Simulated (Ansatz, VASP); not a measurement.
# LiH: VASP beside Ansatz

POSCAR

```
LiH
1.0
    0.0000000000      2.1451220117      2.1530589631
    2.1451220117      0.0000000000      2.1530589631
    2.1451220117      2.1451220117      0.0000000000
Li H
1 1
Direct
    0.0000000000      0.0000000000      0.0000000000
    0.2500000000      0.2500000000      0.2500000000
```

Contents of INCAR.step1:

```
SYSTEM = LiH
PREC = Accurate ; ENCUT = 520
ISMEAR = 0 ; SIGMA = 0.01
LREAL = .False. ; LASPH = .True.
NELM = 60 ; NBANDS = 9
GGA = PE ; ALGO = Normal
EDIFF = 1E-4 ; LWAVE = .True.
LCHARG = .False.
```

The input INCAR.step2:

```
SYSTEM = LiH
PREC = Accurate ; ENCUT = 520
EDIFF = 1E-6 ; ISMEAR = 0
SIGMA = 0.01 ; LREAL = .False.
LASPH = .True. ; NELM = 60
ALGO = Normal ; ISIF = 2
LWAVE = .False. ; LCHARG = .False.
METAGGA = R2SCAN ; LMIXTAU = .True.
NBANDS = 9 ; ISTART = 1
```

Contents of KPOINTS:

```
regular mesh
0
Gamma
  10 10 10
  0 0 0
```

Input for Ansatz:

```yaml
crystal:
  lattice:
    - [0.0, 2.1451220117, 2.1530589631]
    - [2.1451220117, 0.0, 2.1530589631]
    - [2.1451220117, 2.1451220117, 0.0]
  atoms:
    - { symbol: Li, position: [0.0, 0.0, 0.0] }
    - { symbol: H, position: [0.25, 0.25, 0.25] }
kpoints:
  mp_grid: { grid: [10, 10, 10] }
  band_path:
    path:
      - [0.0, 0.0, 0.0]
      - [-0.5, -0.5, 0.0]
      - [-0.375, -0.375, 0.25]
      - [-0.375, 0.0, 0.375]
      - [0.0, 0.0, 0.5]
      - [-0.5, -0.25, 0.25]
      - [-0.15, -0.075, 0.425]
      - [0.25, -0.25, -0.5]
    npoints: 1
hamiltonian:
  xc: r2scan
scf:
  occupations: { method: fixed }
  n_extra_bands: 4
output:
  forces: true
  stress: true
  eigenvalues: true
```

Change from the starting cell: uniaxial_z strain +0.4%.

Alike in both runs: task single point; functional r2SCAN; k mesh 10 × 10 × 10; no spin polarisation.

|  | VASP | Ansatz |
| --- | --- | --- |
| version | VASP 6.6.1 | Ansatz 0.2.0 |
| potentials or method | VASP PAW PBE potentials, release 64 (Li_sv, H) | plane waves, PAW |
| plane-wave cutoff (eV) | 520 | 500 |
| occupations | gaussian, width 0.01 eV | fixed |
| valence electrons in the cell | 4 | 4 |

```tsv
	VASP	Ansatz	Ansatz less VASP
gap on the k mesh at the Fermi level (eV)	4.81	4.74	-0.069
```

 A k mesh can miss the band edges.
